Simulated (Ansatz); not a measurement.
# Al (P-1) in Ansatz: convergence with n extra bands

Aim: find how far n extra bands must go before the results for Al settle, at r2SCAN. This setting moves, with any that are tied to it; all else stays.

Program: Ansatz 0.2.0. These are calculated values, not measurements. Logs are shortened: lines on timing, memory, paths and dates and some standing lists are left out, and cuts for length are marked.

### 1 The cell of the first run

The typed cell holds 1 atom: a = 2.826 Å, b = 2.918 Å, c = 2.873 Å, α = 60.40°, β = 59.93°, γ = 58.54°.

The cell isn't the ideal one: cell strained at random at fixed volume.

### 2 With n extra bands 1

input.yaml reads:

```yaml
crystal:
  lattice:
    - [0.047894, 1.969142, 2.026853]
    - [2.043256, -0.008354, 2.083101]
    - [2.040582, 2.022715, -0.005679]
  atoms:
    - { symbol: Al, position: [0.005978, -0.013119, 0.021168] }
hamiltonian:
  xc: r2scan
  pseudopotentials: { kind: paw, level: accurate }
kpoints:
  mp_grid: { grid: [8, 8, 8] }
scf:
  occupations: { method: methfessel_paxton, width: 0.05 }
  n_extra_bands: 1
output:
  forces: true
  stress: true
  eigenvalues: true
```

Potentials or basis: Ansatz PAW earlier set.

The run is started by

```
> ansatz run input.yaml --threads 2 --pin off --max-ram 5632MiB --backend cpu --events-out ev --progress --plain --runs-dir out
```

Run time: 10 s. Hardware: 2 threads of Arm Neoverse V1, shared host; peak memory 0.52 GiB.

Results:

* Free energy: -2433.9686 eV
* Pressure: -3.0 GPa
* Band gap on the k mesh: none (metal or under the smearing width)

### 3 With n extra bands 2

input.yaml: that of step 2 with these lines changed.

```diff
@@ -14,3 +14,3 @@
   occupations: { method: methfessel_paxton, width: 0.05 }
-  n_extra_bands: 1
+  n_extra_bands: 2
 output:
```

Potentials or basis: Ansatz PAW earlier set.

The run is started by

```
> ansatz run input.yaml --threads 2 --pin off --max-ram 5632MiB --backend cpu --events-out ev --progress --plain --runs-dir out
```

Run time: 9 s. Hardware: 2 threads of Arm Neoverse V1, shared host; peak memory 0.52 GiB.

What came out:

```
Free energy            : -2433.9686 eV
Pressure               : -3.0 GPa
Band gap on the k mesh : none (metal or under the smearing width)
```

### 4 With n extra bands 4

input.yaml: that of step 3 with these lines changed.

```diff
@@ -14,3 +14,3 @@
   occupations: { method: methfessel_paxton, width: 0.05 }
-  n_extra_bands: 2
+  n_extra_bands: 4
 output:
```

The run is started by

```
> ansatz run input.yaml --threads 2 --pin off --max-ram 5632MiB --backend cpu --events-out ev --progress --plain --runs-dir out
```

Run time: 9.8 s. Hardware: 2 threads of Arm Neoverse V1, shared host; peak memory 0.53 GiB.

Results:

| Quantity | Value |
| --- | --- |
| Free energy | -2433.9686 eV |
| Pressure | -3.0 GPa |
| Band gap on the k mesh | none (metal or under the smearing width) |

### 5 With n extra bands 8

input.yaml: that of step 4 with these lines changed.

```diff
@@ -14,3 +14,3 @@
   occupations: { method: methfessel_paxton, width: 0.05 }
-  n_extra_bands: 4
+  n_extra_bands: 8
 output:
```

The run is started by

```
> ansatz run input.yaml --threads 2 --pin off --max-ram 5632MiB --backend cpu --events-out ev --progress --plain --runs-dir out
```

Wall time 13 s (2 threads of Arm Neoverse V1, shared host); peak memory 0.57 GiB.

The run converged. Its results:

| Property | Result |
| --- | --- |
| Free energy | -2433.9686 eV |
| Pressure | -3.0 GPa |
| Band gap on the k mesh | none (metal or under the smearing width) |

### 6 With n extra bands 16

input.yaml: that of step 5 with these lines changed.

```diff
@@ -14,3 +14,3 @@
   occupations: { method: methfessel_paxton, width: 0.05 }
-  n_extra_bands: 8
+  n_extra_bands: 16
 output:
```

Potentials or basis: Ansatz PAW earlier set.

The run is started by

```
> ansatz run input.yaml --threads 2 --pin off --max-ram 5632MiB --backend cpu --events-out ev --progress --plain --runs-dir out
```

It took 17 s on 2 threads of Arm Neoverse V1, shared host; peak memory 0.64 GiB.

Results (log left out):

```yaml
Free_energy: -2433.9686 eV
Pressure: -3.0 GPa
Band_gap_on_the_k_mesh: none (metal or under the smearing width)
```

### 7 With n extra bands 32

input.yaml: that of step 6 with these lines changed.

```diff
@@ -14,3 +14,3 @@
   occupations: { method: methfessel_paxton, width: 0.05 }
-  n_extra_bands: 16
+  n_extra_bands: 32
 output:
```

Potentials or basis: Ansatz PAW earlier set.

The run is started by

```
> ansatz run input.yaml --threads 2 --pin off --max-ram 5632MiB --backend cpu --events-out ev --progress --plain --runs-dir out
```

What it wrote:

```text
Warning: RAYON_NUM_THREADS=2 ignored (pool sized by the plan → 2); use --threads N
scf.n_extra_bands = 32 over 6 filled bands (N_el = 11.0): the run solves 38 bands
Engine: ansatz 0.2.0, aarch64-unknown-linux-gnu
Pseudopotentials: kind: paw, level: accurate
Pseudopotential: Al, paw, valence charge 11, recommended cutoff 1050 eV (high), Al.paw.azcp
Functional definition: r2SCAN
  parameter k0 = 0.174
  parameter k1 = 0.065
  parameter a1 = 4.9479
  exchange = r2scan_x(k0 = k0, k1 = k1, a1 = a1)
  correlation = r2scan_c
Crystal: 1 atoms, lattice volume = 16.603 Å³
Basis set: ecut = 1050 eV, 1299 PW (Γ), exchange–correlation on 120×128×128 points (64 copies of the dense FFT grid, shifted against one another)
Bands: 38, of which v1, the nominal top of the filled ones, is band 6 counted from 1 (5 counted from 0)
Symmetry: 2 space group operations
Space group: P-1 (ITA 2), of the structure as read, at distance tolerance 2.6e-5 Å
k-points: 260 of 512
Non-local potential: Al, projectors of the file, l = 0: 2, l = 1: 2, l = 2: 1
PAW form: soft (Blöchl's): semilocal exchange-correlation on the pseudo side does not see the compensation charge
PAW frozen core: Al, regenerated for the run's functional (the file was generated under x = pbe(κ = 0.804, μ = 0.2195149727645171), c = pbe(β = 0.06672455060314922))
PAW one-centre angular grid: Al, 302 points (default); XC on 160 Gauss nodes
Initial density: superposition of atomic densities (chi_scale 0.1, normalization cell)
Initial wavefunctions: pseudopotential atomic-orbital guess
[... 13 lines left out ...]
Free energy (F): -2433.968560 eV
Harris-Foulkes:  -2433.968560 eV  (|F-HF|=3.59e-11)
Internal energy: -2433.968519 eV  (E = F + TS)
E sigma→0 (E₀):  -2433.968549 eV
Entropy (-TS):   -0.000041 eV (-0.041 meV/atom)
Fermi energy:    9.865215 eV
--- Per-component energies (eV) ---
  E_band       = -518.616096
  E_kinetic    = 250.347009
  E_local      = -2339.920676  (includes V_loc(G=0)·N_el)
  E_nonlocal   = 341.200417
  E_hartree    = 694.413581
  E_xc         = -66.226382
  E_vxc        = -98.620853  (∫ρ·V_xc dr)
  E_paw        = -327.642206  (= ΣΔE_a)
  E_vpaw       = -68.393133  (= ΣTr[D̂ρ^β])
  E_aug_tail   = -0.000035  (compensation charges beyond the density's cutoff)
  E_vtau       = 7.942782  (kinetic-family band-sum trace: ∫τ·v_τ [+ j·A + Jᵃ·Aᵃ] dr)
  E_ewald      = -986.114179
  E_core_change = -0.026047  (= ΣΔE_core)
  E_smearing   = -0.000041  (= −TS)
  E_closure    = -0.000000  (closes the sum)
  Σ components = -2433.968560   (vs F -2433.968560, Δ=0.00e0)
--- Forces (eV/Å), atoms counted from 1 ---
  atom   1  Al     0.00000000     0.00000000     0.00000000
  max |Σ_I F_I| component: 0.00e0 eV/Å
--- Stress (GPa, compression-positive) ---
       -2.590330      -2.312695      -0.233616
       -2.312695      -0.916907       1.443246
       -0.233616       1.443246      -5.524318
  P = ⅓ Tr σ = -3.0105 GPa (-30.105 kbar)
--- Band table (eV; the first three rows and the last of 260) ---
  k-point 0: bands = ["-97.0494", "-56.7186", "-56.7166", "-56.7085", "-1.8345", "22.7505", "23.0368", "24.1994", "24.5931", "24.7319", "25.6538", "27.7975", "30.0658", "31.1580", "33.9486", "34.9305", "36.3441", "37.0402", "45.7582", "63.1337", "63.6888", "64.9884", "68.2937", "68.5884", "69.1256", "70.7011", "71.2498", "76.3044", "76.8759", "79.3141", "85.2839", "88.4608", "89.7731", "92.3781", "92.7990", "94.8480", "95.6658", "96.4584"]
  k-point 1: bands = ["-97.0490", "-56.7211", "-56.7177", "-56.7093", "-1.3929", "18.4489", "21.9717", "23.0764", "25.7619", "26.2035", "27.5188", "28.2859", "29.2882", "30.8343", "32.5439", "37.6870", "38.6983", "39.5465", "47.3834", "58.5857", "60.1391", "62.3347", "66.5638", "68.5113", "70.4357", "74.3151", "75.4474", "76.8992", "77.3657", "79.0396", "85.2085", "85.7992", "87.3547", "88.8771", "90.5962", "92.0085", "92.4150", "94.4931"]
  k-point 2: bands = ["-97.0481", "-56.7286", "-56.7190", "-56.7108", "-0.0762", "13.3533", "21.2021", "22.2863", "25.1975", "25.5636", "26.4161", "29.5267", "30.0657", "30.8166", "36.0279", "42.9139", "43.4303", "44.4600", "50.9558", "52.1910", "53.5316", "58.9673", "66.6149", "68.9073", "70.9889", "71.4548", "74.1070", "75.1749", "78.4755", "80.7224", "81.4341", "83.5154", "85.3077", "86.1980", "86.8721", "88.3900", "89.3363", "92.1334"]
  k-point 259: bands = ["-97.0466", "-56.7390", "-56.7215", "-56.7134", "4.9430", "5.3407", "21.5440", "21.8676", "22.8054", "22.8142", "26.2124", "26.5521", "35.5069", "36.9618", "41.3453", "42.6214", "45.0399", "49.9972", "55.4057", "55.7018", "56.7706", "59.4235", "60.8553", "61.1667", "65.1180", "65.3411", "68.8940", "70.7771", "74.3876", "77.9726", "79.4861", "81.0924", "82.4637", "82.9397", "84.1133", "84.1917", "86.4961", "92.5690"]
```

Wall time 26 s (2 threads of Arm Neoverse V1, shared host); peak memory 0.73 GiB.

Results:

- Free energy: -2433.9686 eV
- Pressure: -3.0 GPa
- Band gap on the k mesh: none (metal or under the smearing width)

### 8 Result

| n extra bands | energy less the tightest run, at zero smearing (meV/atom) | SCF cycles | CPU time (s) | peak memory (GiB) |
| --- | --- | --- | --- | --- |
| 1 | 0.00 | 6 | 21 | 0.52 |
| 2 | 0.00 | 6 | 18 | 0.52 |
| 4 | 0.00 | 6 | 19 | 0.53 |
| 8 | 0.00 | 6 | 25 | 0.57 |
| 16 | 0.00 | 6 | 33 | 0.64 |
| 32 | 0.00 | 6 | 51 | 0.73 |

Against the tightest run, the energy stays within 1 meV/atom from 1 on. The tightest run that finished is the yardstick and may itself not be fully converged.

Caveats: the PAW data sets come from PBE, with cores solved anew for the run's functional, which leaves a small shift of forces and pressure.
